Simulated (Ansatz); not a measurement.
# MgS (Fm-3m), a vibration from a frozen displacement

All numbers below come from Ansatz 0.2.0, DFT PBE, scalar-relativistic, plane waves, PAW. The runs took a 420 eV cutoff, a Γ-centred 8×8×8 mesh and Gaussian smearing (0.05 eV). No spin polarisation. Energies are free energies at this smearing, counted from the undisturbed cell; pressure is positive in compression.

Zero of the scan (as given, not relaxed at this level; it stands at 1.2 GPa):

```xyz
2
Lattice="0.0000 2.6016 2.6016 2.6016 0.0000 2.6016 2.6016 2.6016 0.0000" Properties=species:S:1:pos:R:3 pbc="T T T"
Mg    0.0000    0.0000    0.0000
S     2.6016    2.6016    2.6016
```

Every Mg atom is moved by x along the Cartesian unit vector (0.000, -0.707, -0.707); the cell and all other atoms stay fixed. The cell's volume is 35.22 Å³; the moved atoms weigh 24.305 u together and the others 32.060 u. Some rows repeat others by symmetry and weren't run.

```
  x (Å)  ΔE (meV/cell) total force on the moved atoms along the move (eV/Å) pressure (GPa)
-0.5000         410.97                                                1.8590          9.4077
-0.4375         304.65                                                1.5471          7.4929
-0.3750         217.05                                                1.2606          5.8232
-0.3125         146.53                                                1.0003          4.4042
-0.2500          91.49                                                0.7651          3.2396
-0.1875          50.42                                                0.5523          2.3321
-0.1250          22.07                                                0.3575          1.6830
-0.0625           5.47                                                0.1755          1.2933
 0.0000           0.00                                                0.0000          1.1633
 0.0625           5.47                                               -0.1755          1.2933
 0.1250          22.07                                               -0.3575          1.6830
 0.1875          50.42                                               -0.5523          2.3321
 0.2500          91.49                                               -0.7651          3.2396
 0.3125         146.53                                               -1.0003          4.4042
 0.3750         217.05                                               -1.2606          5.8232
 0.4375         304.65                                               -1.5471          7.4929
 0.5000         410.97                                               -1.8590          9.4077
```

Question: What frequency belongs to this motion?

Answer: The force constant is k = −dF/dx = 2.808 eV/Å², from the parabola through x = -0.0625, 0 and 0.0625. In every cell the moved atoms swing against the rest, so the mass is μ = m₁m₂/(m₁ + m₂) = 13.825 u, and ν̃ = 521.5 cm⁻¹ × √(|k|/μ) = 235 cm⁻¹, at this cell's pressure of 1.2 GPa. To first order in x, and within 1 %, the force on every atom lies along the move and, within each of the two groups, in proportion to the atom's mass, so this is itself a mode at the zone centre of this cell, taken without macroscopic field (the transverse frequency in a polar insulator).

Question: How far does the harmonic law reach?

Answer: At x = -0.500 Å, kx²/2 = 351.01 meV against the computed 410.97 meV (+17.1 %): the well stiffens in this direction at large amplitude.

Question: The pressure changes with x². What does that say about the frequency under compression?

Answer: With E = k(V)x²/2, k ∝ V^(−2γ) and x scaling with the cell as V^(1/3), P − P0 = −∂E/∂V = (2γ − 2/3) ΔE/V. At x = 0.1250 Å, V(P − P0) = 35.22 × 0.51972 / 160.2 eV = 114.25 meV and ΔE = 22.07 meV, so γ = 1/3 + V(P − P0)/(2ΔE) = 2.92. This is the Grüneisen parameter of the motion under uniform scaling of the cell: shrinking the cell evenly by 1 % in volume raises the frequency by about 2.92 %.